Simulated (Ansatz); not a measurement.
Runs of Ansatz 0.2.0 on CuO (Tenorite). It takes space group Cc (No. 9, monoclinic). Conventional cell: a = 4.689 Å, b = 3.427 Å, c = 5.132 Å, α = 90.00°, β = 99.65°, γ = 90.00°. Cu (site symmetry 1) has 4 O at 1.91 to 2.02 Å as nearest neighbours. Around O (site symmetry 1) lie 4 Cu at 1.91 to 2.02 Å. 

```csv
task,level,U,cell,k mesh,cutoff (eV),atoms under strain,hubbard projectors,double counting,points for each segment of the path,gap on the mesh (eV),pressure (GPa),relaxed volume (Å³/atom)
elastic constants,LDA,-,as given,8 × 8 × 5,420,relaxed,-,-,-,none,-7.2,-
relaxation of cell and atoms,PBEsol,-,relaxed,10 × 10 × 5,420,-,-,-,-,none,0.0,(a)
relaxation of cell and atoms,PBEsol+U,Cu d U = 5.3 eV,relaxed,10 × 10 × 5,420,-,ortho-atomic (the default),fll (the default),-,none,0.0,10.86
band structure,r2SCAN,-,as given,10 × 10 × 5,500,-,-,-,14,none,-1.3,-
```

Alike in all rows: potentials or basis Ansatz PAW; no spin polarisation; smearing fermi-dirac 0.05 eV.

Estimate the missing entries.

(a) 10.67.

Caveats: the run has no spin polarisation, though such a crystal can be magnetic; the PAW data sets come from PBE, with cores solved anew for the run's functional, which leaves a small shift of forces and pressure; semilocal functionals often make such compounds metallic where correlation or magnetic order opens a gap, which also shifts bond lengths (some runs); the plane-wave basis is chosen anew once the cell has moved, so the energies of steps on either side of that aren't comparable (some runs); the cell is more than 3 GPa from zero pressure, which shifts response properties (some runs); elastic constants of metals need much finer meshes, so these are rough (some runs); U without spin polarisation on a metal has little footing (some runs).

A gap of «none» marks a metal or a gap under the smearing width.

Runs at the PBE level aren't shown here.
